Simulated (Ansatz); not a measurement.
Redistribution: CH3I + C4H10O → CH4O + C4H9I

Species: CH3I (methyl iodide) `CI`, singlet; C4H10O (tert-butanol) `CC(C)(C)O`, singlet; CH4O (methanol) `CO`, singlet; C4H9I `CC(C)(C)I`, singlet. The partners trade I for OH; both sit on C, so the bond types are kept.

Shapes, held fixed at every level: PBE0-D4/def2-TZVP. Flexible molecules stand in one conformer, not always the lowest. Programs: Ansatz 0.2.0. Electronic energies: no zero-point or thermal term.

```
                level                    kind  ΔE (kJ/mol)  less CCSD(T)/def2-TZVPP
          HF/def2-SVP            Hartree–Fock        +29.0                     +9.5
    PBE-D4/def2-TZVPP                     GGA        +18.8                     -0.7
r2SCAN0-D4/def2-TZVPP           global hybrid        +23.9                     +4.4
   wB97M-V/def2-TZVPP  range-separated hybrid        +24.7                     +5.2
       MP2/def2-TZVPP     perturbation theory        +11.8                     -7.7
     CCSD(T)/def2-SVP   coupled cluster or CI        +20.6                     +1.1
   CCSD(T)/def2-TZVPP   coupled cluster or CI        +19.5                      0.0
```

The highest level, CCSD(T)/def2-TZVPP, gives ΔE = +19.5 kJ/mol; the levels span +11.8 to +29.0. The column of differences is taken from that level and isn't an error. No measured value is set beside it here. For atoms past krypton def2 sets carry core potentials with scalar relativity. Correlated rows may include outer-core shells of I, which these sets cover unevenly.
